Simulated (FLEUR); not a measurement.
## CaF2 (Fluorite) under changes of volume

One of the cells (13.579 Å³/atom); the others are scaled copies at fixed shape and fractional positions:

```
Ca F
1.0
     0.00000    2.73100    2.73100
     2.73100    0.00000    2.73100
     2.73100    2.73100    0.00000
Ca F
1 2
Direct
  0.00000 0.00000 0.00000
  0.75000 0.75000 0.75000
  0.25000 0.25000 0.25000
```

| Item | Value |
| --- | --- |
| Program | FLEUR MaX-R8.1 (later development tree) |
| Functional | LDA |
| Potentials or basis | all-electron |
| Basis | FLAPW |
| Kmax | 4.32 1/bohr |
| k mesh | 8 × 8 × 8 |
| Occupations | fermi-dirac, width 0.05 eV |
| Spin | no spin polarisation |

| volume (Å³/atom) | energy over the lowest point (meV/atom) | gap on the mesh (eV) |
| --- | --- | --- |
| 12.764 | 0.00 | 7.28 |
| 13.036 | 4.03 | 7.16 |
| 13.579 | 21.09 | 6.91 |
| 14.122 | 47.48 | 6.69 |
| 14.394 | ? | ? |

Q: What does the run at 14.394 Å³/atom give?

A: Energy over the lowest point 63.92 meV/atom; gap on the mesh 6.58 eV.

Worked out: A Birch-Murnaghan fit of order 2 (a polynomial in V^(-2/3)) to the other rows has its minimum at 12.56 Å³/atom, just outside them, with B0 = V·E''(V) = 97 GPa. It gives 63.77 meV/atom at 14.394 Å³/atom, against the run's 63.92. A straight line through the other rows of the gap, of slope -5.87 eV per unit of ln V, extrapolates to 6.57 eV, against the run's 6.58.

Energies are extrapolated to zero smearing.

A mesh can miss the band edges.
